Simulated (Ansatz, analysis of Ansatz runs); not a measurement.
**Substitutional B in diamond: charge-transition level against experiment**

Subject: substitutional B in diamond. Wanted: its charge-transition level, in one set-up (PBE, 64-site cell, PBE lattice, 420 eV, k: the single point 1/4 1/4 1/4 then 2x2x2 shifted 0.5 0.5 0.5). The model is a cell of 64 host atoms with 1 C taken out and 1 B put in. The level is the Fermi energy at which two charge states have equal formation energy, after a correction for the images of the charge. A local or semilocal functional is the cheapest first rung.

What was measured. (0/-1) level above the valence-band top: 0.368 eV, by acceptor ionization energy (cited; method not stated) (quoted in “Phosphorescence and donor-acceptor pair recombination in laboratory-grown diamonds”, 2023, Jiahui Zhao et al., quoting earlier work (1993)).

Method: plane-wave PAW DFT, PBE; relaxation of all atoms of a defect supercell, in Ansatz 0.2.0.

Most raw output is cut from this account.

## Step 1: The structure

The cell holds 64 atoms: 63 C and 1 B. Its edges and angles: a = 7.143 Å, b = 7.143 Å, c = 7.143 Å, α = 90.0°, β = 90.0°, γ = 90.0°. It derives from C (space group Fd-3m). Nearest the centre at fractional (0.375, 0.375, 0.375): B8 at 0.00 Å, C27 at 1.55 Å, C49 at 1.55 Å, C42 at 1.55 Å, C4 at 1.55 Å, C53 at 2.53 Å, C46 at 2.53 Å, C31 at 2.53 Å.

The host's primitive cell comes from a first run (plane-wave PAW DFT, PBE; relaxation of the host's cell and atoms): vectors of 2.525, 2.525 and 2.525 Å. That is 5.69 Å³ an atom, 0.4 % over the diffraction cell's volume. The supercell is built on it.

## Step 2: Relaxation, charge 0

Every later number rests on the structure around the defect, so the atoms are relaxed at the host's lattice first.

relax0/input.yaml reads:

```yaml
relax:
  f_tol: 0.02
  max_steps: 80
  random_displacement: { amplitude: 0.05, seed: 675 }
crystal:
  lattice:
    - [7.14316351, 0.0, 0.0]
    - [0.0, 7.14316351, 0.0]
    - [0.0, 0.0, 7.14316351]
  atoms:
    - { symbol: C, position: [0.0, 0.0, 0.25] }
    - { symbol: C, position: [0.0, 0.25, 0.0] }
    - { symbol: C, position: [0.25, 0.0, 0.0] }
    - { symbol: C, position: [0.25, 0.25, 0.25] }
    - { symbol: C, position: [0.125, 0.125, 0.375] }
    - { symbol: C, position: [0.125, 0.375, 0.125] }
    - { symbol: C, position: [0.375, 0.125, 0.125] }
    - { symbol: B, position: [0.375, 0.375, 0.375] }
    - { symbol: C, position: [0.0, 0.0, 0.75] }
    - { symbol: C, position: [0.0, 0.25, 0.5] }
    - { symbol: C, position: [0.25, 0.0, 0.5] }
    - { symbol: C, position: [0.25, 0.25, 0.75] }
    - { symbol: C, position: [0.125, 0.125, 0.875] }
    - { symbol: C, position: [0.125, 0.375, 0.625] }
    - { symbol: C, position: [0.375, 0.125, 0.625] }
    - { symbol: C, position: [0.375, 0.375, 0.875] }
    - { symbol: C, position: [0.0, 0.5, 0.25] }
    - { symbol: C, position: [0.0, 0.75, 0.0] }
    - { symbol: C, position: [0.25, 0.5, 0.0] }
    - { symbol: C, position: [0.25, 0.75, 0.25] }
    - { symbol: C, position: [0.125, 0.625, 0.375] }
    - { symbol: C, position: [0.125, 0.875, 0.125] }
    - { symbol: C, position: [0.375, 0.625, 0.125] }
    - { symbol: C, position: [0.375, 0.875, 0.375] }
    - { symbol: C, position: [0.0, 0.5, 0.75] }
    - { symbol: C, position: [0.0, 0.75, 0.5] }
    - { symbol: C, position: [0.25, 0.5, 0.5] }
    - { symbol: C, position: [0.25, 0.75, 0.75] }
    - { symbol: C, position: [0.125, 0.625, 0.875] }
    - { symbol: C, position: [0.125, 0.875, 0.625] }
    - { symbol: C, position: [0.375, 0.625, 0.625] }
    - { symbol: C, position: [0.375, 0.875, 0.875] }
    - { symbol: C, position: [0.5, 0.0, 0.25] }
    - { symbol: C, position: [0.5, 0.25, 0.0] }
    - { symbol: C, position: [0.75, 0.0, 0.0] }
    - { symbol: C, position: [0.75, 0.25, 0.25] }
    - { symbol: C, position: [0.625, 0.125, 0.375] }
    - { symbol: C, position: [0.625, 0.375, 0.125] }
    - { symbol: C, position: [0.875, 0.125, 0.125] }
    - { symbol: C, position: [0.875, 0.375, 0.375] }
    - { symbol: C, position: [0.5, 0.0, 0.75] }
    - { symbol: C, position: [0.5, 0.25, 0.5] }
    - { symbol: C, position: [0.75, 0.0, 0.5] }
    - { symbol: C, position: [0.75, 0.25, 0.75] }
    - { symbol: C, position: [0.625, 0.125, 0.875] }
    - { symbol: C, position: [0.625, 0.375, 0.625] }
    - { symbol: C, position: [0.875, 0.125, 0.625] }
    - { symbol: C, position: [0.875, 0.375, 0.875] }
    - { symbol: C, position: [0.5, 0.5, 0.25] }
    - { symbol: C, position: [0.5, 0.75, 0.0] }
    - { symbol: C, position: [0.75, 0.5, 0.0] }
    - { symbol: C, position: [0.75, 0.75, 0.25] }
    - { symbol: C, position: [0.625, 0.625, 0.375] }
    - { symbol: C, position: [0.625, 0.875, 0.125] }
    - { symbol: C, position: [0.875, 0.625, 0.125] }
    - { symbol: C, position: [0.875, 0.875, 0.375] }
    - { symbol: C, position: [0.5, 0.5, 0.75] }
    - { symbol: C, position: [0.5, 0.75, 0.5] }
    - { symbol: C, position: [0.75, 0.5, 0.5] }
    - { symbol: C, position: [0.75, 0.75, 0.75] }
    - { symbol: C, position: [0.625, 0.625, 0.875] }
    - { symbol: C, position: [0.625, 0.875, 0.625] }
    - { symbol: C, position: [0.875, 0.625, 0.625] }
    - { symbol: C, position: [0.875, 0.875, 0.875] }
  host:
    repeats: [2, 2, 2]
    atoms:
      - { symbol: C, position: [0.0, 0.0, 0.5] }
      - { symbol: C, position: [0.0, 0.5, 0.0] }
      # ... 6 more atoms of the perfect host
basis:
  ecutwfc: 420
  xc_grid: 2
hamiltonian:
  xc: pbe
kpoints:
  mp_grid: { grid: [1, 1, 1], shift: [0.25, 0.25, 0.25] }
magnetization:
  spin_polarized: true
  initial_magnetization: 1
  spin_locking: { lock_magnetization: hard }
scf:
  occupations: { method: fermi_dirac, width: 0.01 }
  max_iter: 120
output:
  forces: true
  charged_corrections:
    epsilon: 5.85
    static_epsilon: 5.85
    defect_position: [0.375, 0.375, 0.375]
checkpoint:
  write: "../relax0.run"
  compress: false
  write_wavefunctions: true
  write_every: 100000
```

Started as:

```bash
ansatz run input.yaml --threads 2 --pin off --max-ram 3768MiB --backend cpu --events-out ev --progress --plain --runs-dir out
```

The job ended after 1.9 min (2 threads of Intel Xeon Platinum 8259CL at 2.50GHz (Skylake/Cascade Lake), shared host; peak memory 1.1 GiB).

Step by step:

| step | energy less that of the first step (eV) | largest force component (eV/Å) |
| --- | --- | --- |
| 1 | 0.0000 | 3.0585 |
| 2 | -2.5875 | 1.6516 |
| 3 | -3.1937 | 0.4029 |
| 4 | -3.1521 | 0.9115 |
| 5 | -3.2152 | 0.0319 |
| 6 | -3.2156 | 0.0194 |
| 7 | -3.2157 | 0.0223 |
| 8 | -3.2165 | 0.1097 |
| 9 | -3.2173 | 0.0795 |
| 10 | -3.2194 | 0.1128 |
| 11 | -3.2200 | 0.0461 |
| 12 | -3.2205 | 0.0181 |
| 13 | -3.2205 | 0.0251 |
| 14 | -3.2206 | 0.0065 |

Relaxation step 4 was tried and not accepted.

The atoms that moved most (Å, from the sites as typed, ahead of the random displacement, the mean shift of all atoms taken out):

| atom | dx | dy | dz | length |
| --- | --- | --- | --- | --- |
| C42 | 0.036 | -0.031 | 0.036 | 0.060 |
| C49 | 0.035 | 0.014 | -0.018 | 0.042 |
| C27 | -0.018 | 0.014 | 0.035 | 0.042 |
| C4 | -0.019 | -0.025 | -0.019 | 0.037 |
| B8 | -0.017 | 0.014 | -0.017 | 0.028 |
| C14 | -0.010 | 0.012 | 0.006 | 0.016 |
| C38 | 0.006 | 0.012 | -0.009 | 0.016 |
| C7 | -0.010 | -0.002 | -0.006 | 0.012 |

Neighbours of B8 at the end:

| atom | distance (Å) |
| --- | --- |
| C4 | 1.573 |
| C27 | 1.578 |
| C49 | 1.578 |
| C42 | 1.634 |
| C6 | 2.510 |
| C21 | 2.512 |
| C23 | 2.512 |
| C5 | 2.529 |
| C7 | 2.529 |
| C31 | 2.534 |
| C53 | 2.534 |
| C14 | 2.536 |
| C38 | 2.537 |
| C15 | 2.543 |
| C37 | 2.543 |
| C46 | 2.550 |

Read from the output:

```yaml
free_energy: -15955.4090 eV
total_moment: 1 μB
integral_of_the_absolute_spin_density: 1.053 μB
spin_contamination: 3.28e-4
```

The relaxation ends 50 meV an atom lower than the displaced start, with a largest force component of 0.0065 eV/Å.

## Step 3: Relaxation, charge −1

The input displaces the atoms at random before the relaxation, so that it can leave a symmetric saddle if there is one.

relax1/input.yaml reads:

```yaml
relax:
  f_tol: 0.02
  max_steps: 80
  random_displacement: { amplitude: 0.05, seed: 675 }
crystal:
  lattice:
    - [7.14316351, 0.0, 0.0]
    - [0.0, 7.14316351, 0.0]
    - [0.0, 0.0, 7.14316351]
  atoms:
    - { symbol: C, position: [0.0, 0.0, 0.25] }
    - { symbol: C, position: [0.0, 0.25, 0.0] }
[... 1 atom line left out ...]
    - { symbol: C, position: [0.25, 0.25, 0.25] }
[... 3 atom lines left out ...]
    - { symbol: B, position: [0.375, 0.375, 0.375] }
[... 12 atom lines left out ...]
    - { symbol: C, position: [0.125, 0.625, 0.375] }
[... 1 atom line left out ...]
    - { symbol: C, position: [0.375, 0.625, 0.125] }
[... 3 atom lines left out ...]
    - { symbol: C, position: [0.25, 0.5, 0.5] }
[... 3 atom lines left out ...]
    - { symbol: C, position: [0.375, 0.625, 0.625] }
[... 5 atom lines left out ...]
    - { symbol: C, position: [0.625, 0.125, 0.375] }
    - { symbol: C, position: [0.625, 0.375, 0.125] }
[... 3 atom lines left out ...]
    - { symbol: C, position: [0.5, 0.25, 0.5] }
[... 3 atom lines left out ...]
    - { symbol: C, position: [0.625, 0.375, 0.625] }
[... 2 atom lines left out ...]
    - { symbol: C, position: [0.5, 0.5, 0.25] }
[... 3 atom lines left out ...]
    - { symbol: C, position: [0.625, 0.625, 0.375] }
[... 10 atom lines left out ...]
    - { symbol: C, position: [0.875, 0.875, 0.875] }
  host:
    repeats: [2, 2, 2]
    atoms:
      - { symbol: C, position: [0.0, 0.0, 0.5] }
      - { symbol: C, position: [0.0, 0.5, 0.0] }
      # ... 6 more atoms of the perfect host
total_charge: -1
basis:
  ecutwfc: 420
  xc_grid: 2
hamiltonian:
  xc: pbe
kpoints:
  mp_grid: { grid: [1, 1, 1], shift: [0.25, 0.25, 0.25] }
scf:
  occupations: { method: fermi_dirac, width: 0.01 }
  max_iter: 120
output:
  forces: true
  charged_corrections:
    epsilon: 5.85
    static_epsilon: 5.85
    defect_position: [0.375, 0.375, 0.375]
checkpoint:
  write: "../relax1.run"
  compress: false
  write_wavefunctions: true
  write_every: 100000
```

The job ended after 21 s (2 threads; peak memory 0.75 GiB; 39 s of CPU time).

Step by step:

| step | energy less that of the first step (eV) | largest force component (eV/Å) |
| --- | --- | --- |
| 1 | 0.0000 | 3.0391 |
| 2 | -2.6704 | 1.6189 |
| 3 | -3.2890 | 0.1623 |
| 4 | -3.2915 | 0.0304 |
| 5 | -3.2917 | 0.0081 |

The atoms that moved most (Å, from the sites as typed, ahead of the random displacement, the mean shift of all atoms taken out):

| atom | dx | dy | dz | length |
| --- | --- | --- | --- | --- |
| C27 | -0.024 | 0.020 | 0.020 | 0.037 |
| C49 | 0.020 | 0.020 | -0.024 | 0.037 |
| C42 | 0.020 | -0.024 | 0.020 | 0.037 |
| C4 | -0.021 | -0.021 | -0.021 | 0.037 |
| C37 | 0.005 | -0.004 | 0.010 | 0.012 |
| C23 | 0.010 | 0.005 | -0.004 | 0.012 |
| C14 | -0.004 | 0.010 | 0.005 | 0.012 |
| C21 | -0.004 | 0.006 | 0.010 | 0.012 |

Neighbours of B8 at the end:

| atom | distance (Å) |
| --- | --- |
| C49 | 1.582 |
| C42 | 1.582 |
| C27 | 1.582 |
| C4 | 1.587 |
| C46 | 2.528 |
| C53 | 2.528 |
| C31 | 2.528 |
| C38 | 2.532 |
| C7 | 2.532 |
| C37 | 2.532 |
| C15 | 2.532 |
| C23 | 2.532 |
| C6 | 2.532 |
| C5 | 2.532 |
| C14 | 2.532 |
| C21 | 2.532 |

This step gave:

```
free energy : -15942.5389 eV
```

The relaxation ends 51 meV an atom lower than the displaced start, with a largest force component of 0.0081 eV/Å.

## Step 4: Single point, charge 0

The relaxed structure is kept, and the final numbers are taken at the final level and k-points.

This step: plane-wave PAW DFT, PBE; single point of a defect supercell.

point0/input.yaml reads:

```yaml
crystal:
  lattice:
    - [7.14316351, 0.0, 0.0]
    - [0.0, 7.14316351, 0.0]
    - [0.0, 0.0, 7.14316351]
  atoms:
    - { symbol: C, position: [0.000331509, -0.000783038, 0.250695204] }
    - { symbol: C, position: [0.000220253, 0.250133402, -0.000284392] }
[... 1 atom line left out ...]
    - { symbol: C, position: [0.247959936, 0.246530296, 0.247465026] }
    - { symbol: C, position: [0.124805062, 0.124821126, 0.373814837] }
    - { symbol: C, position: [0.124833011, 0.374210099, 0.124340119] }
    - { symbol: C, position: [0.374300785, 0.124825698, 0.124317983] }
    - { symbol: B, position: [0.373325136, 0.377058612, 0.372858152] }
[... 6 atom lines left out ...]
    - { symbol: C, position: [0.375552095, 0.125664017, 0.624843929] }
[... 5 atom lines left out ...]
    - { symbol: C, position: [0.124774414, 0.625815204, 0.375388038] }
[... 5 atom lines left out ...]
    - { symbol: C, position: [0.248120253, 0.502026758, 0.505100001] }
[... 9 atom lines left out ...]
    - { symbol: C, position: [0.625344609, 0.125662432, 0.375074304] }
[... 4 atom lines left out ...]
    - { symbol: C, position: [0.505782572, 0.245772745, 0.505269439] }
[... 3 atom lines left out ...]
    - { symbol: C, position: [0.625774723, 0.374560833, 0.625287875] }
[... 2 atom lines left out ...]
    - { symbol: C, position: [0.50559987, 0.502022444, 0.247617334] }
[... 14 atom lines left out ...]
    - { symbol: C, position: [0.875442084, 0.875357486, 0.874954972] }
  host:
    repeats: [2, 2, 2]
    atoms:
      - { symbol: C, position: [0.0, 0.0, 0.5] }
      - { symbol: C, position: [0.0, 0.5, 0.0] }
      # ... 6 more atoms of the perfect host
basis:
  ecutwfc: 420
  xc_grid: 2
hamiltonian:
  xc: pbe
kpoints:
  mp_grid: { grid: [2, 2, 2], shift: [0.5, 0.5, 0.5] }
magnetization:
  spin_polarized: true
  initial_magnetization: 1
  spin_locking: { lock_magnetization: hard }
scf:
  occupations: { method: fermi_dirac, width: 0.01 }
  max_iter: 120
output:
  forces: true
  charged_corrections:
    epsilon: 5.85
    static_epsilon: 5.85
    defect_position: [0.375, 0.375, 0.375]
  eigenvalues: true
checkpoint:
  read: "../relax0.run"
  write: "../point0.run"
  compress: false
  write_wavefunctions: true
  write_every: 100000
```

Wall time 48 s (2 threads); peak memory 1.2 GiB; 94 s of CPU time.

This step gave:

```yaml
free_energy: -15955.3561 eV
smearing_term_ts: 0.005115 eV
total_moment: 1.0000 μB
integral_of_the_absolute_spin_density: 1.010 μB
spin_contamination: 1.74e-4
```

## Step 5: Single point, charge −1

This step: plane-wave PAW DFT, PBE; single point of a defect supercell.

point1/input.yaml reads:

```yaml
crystal:
  lattice:
    - [7.14316351, 0.0, 0.0]
    - [0.0, 7.14316351, 0.0]
    - [0.0, 0.0, 7.14316351]
  atoms:
    - { symbol: C, position: [0.000117148, -0.000500228, 0.250561124] }
    - { symbol: C, position: [0.000117548, 0.25043706, -0.000368351] }
[... 1 atom line left out ...]
    - { symbol: C, position: [0.247728097, 0.247109358, 0.247247826] }
    - { symbol: C, position: [0.125356094, 0.124739087, 0.374020175] }
    - { symbol: C, position: [0.125353196, 0.373895109, 0.124867753] }
    - { symbol: C, position: [0.374518435, 0.124741459, 0.124868149] }
    - { symbol: B, position: [0.376028168, 0.375400824, 0.375523538] }
[... 5 atom lines left out ...]
    - { symbol: C, position: [0.125120366, 0.376485797, 0.625955679] }
[... 6 atom lines left out ...]
    - { symbol: C, position: [0.125122117, 0.62583809, 0.376605972] }
[... 1 atom line left out ...]
    - { symbol: C, position: [0.377103811, 0.62583128, 0.12462889] }
[... 3 atom lines left out ...]
    - { symbol: C, position: [0.247382829, 0.5028807, 0.503005343] }
[... 3 atom lines left out ...]
    - { symbol: C, position: [0.374411176, 0.625652404, 0.62576738] }
[... 10 atom lines left out ...]
    - { symbol: C, position: [0.503496657, 0.246760336, 0.502989255] }
[... 6 atom lines left out ...]
    - { symbol: C, position: [0.503488368, 0.502871256, 0.246882688] }
[... 14 atom lines left out ...]
    - { symbol: C, position: [0.875789063, 0.875179642, 0.875304207] }
  host:
    repeats: [2, 2, 2]
    atoms:
      - { symbol: C, position: [0.0, 0.0, 0.5] }
      - { symbol: C, position: [0.0, 0.5, 0.0] }
      # ... 6 more atoms of the perfect host
total_charge: -1
basis:
  ecutwfc: 420
  xc_grid: 2
hamiltonian:
  xc: pbe
kpoints:
  mp_grid: { grid: [2, 2, 2], shift: [0.5, 0.5, 0.5] }
scf:
  occupations: { method: fermi_dirac, width: 0.01 }
  max_iter: 120
output:
  forces: true
  charged_corrections:
    epsilon: 5.85
    static_epsilon: 5.85
    defect_position: [0.375, 0.375, 0.375]
  eigenvalues: true
checkpoint:
  read: "../relax1.run"
  write: "../point1.run"
  compress: false
  write_wavefunctions: true
  write_every: 100000
```

It took 20 s on 2 threads; peak memory 1 GiB; 38 s of CPU time.

This step gave:

| Quantity | Value |
| --- | --- |
| free energy | -15942.5315 eV |

## Step 6: Charge-transition levels

A charged cell feels its images and has its own zero of potential; this step corrects both and places the level between the host's band edges.

This step: place-levels on PBE runs: charge-transition levels with image-charge correction and potential alignment at the atomic sites.

levels.yaml reads:

```yaml
host:
  run: host.point.run
states: [point0.run, point1.run]
geometry_from:
  point0.run: relax0.run
  point1.run: relax1.run
  host.point.run: host.relax.run
```

Started as:

```bash
ansatz place-levels levels.yaml -- --threads 2 --pin off --max-ram 3768MiB
```

It took 0.22 s on 2 threads.

Read from the output:

| Item | Value |
| --- | --- |
| gap | 4.078 eV |

## Step 7: What came out

```yaml
static_dielectric_constant_used: 5.8
band_gap_of_the_host: 4.08 eV
0_minus_1_level_above_the_valence_band_top: -0.02 eV
time_of_the_whole_chain: 3.7 min on 2 threads
```

**Reading.** (0/-1) level above the valence-band top: computed -0.02 eV, measured 0.368 eV; 0.38 eV below the measurement. The computed level lies at or beyond a band edge, so this set-up gives no level clear of the bands. The level is counted in a gap of 4.08 eV, and the correction is screened by a dielectric constant of 5.8 from a linear-response run on the host (PBE). The bound state has a long tail, so in cells of 64 to 216 sites the impurity band still disperses by tenths of an eV and the level moves with cell and k-points. Levels hang on the band edges, which semilocal functionals place too close together. Limits: the periodic copies of the defect are only 7.1 Å apart.

[Logs are printed without paths, hosts, clocks, repeated set-up lines and the standing remarks that a program may print on its own settings, such as how far it seeks lower states.]

[Hosts, paths, dates, database ids (printed as entryN), source tags and the programs' standing remarks are cut or masked in the printed files.]

[For some hosts the program warned that the k-mesh of the response run may be too coarse for force constants and the static dielectric constant; such warnings are not shown here.]
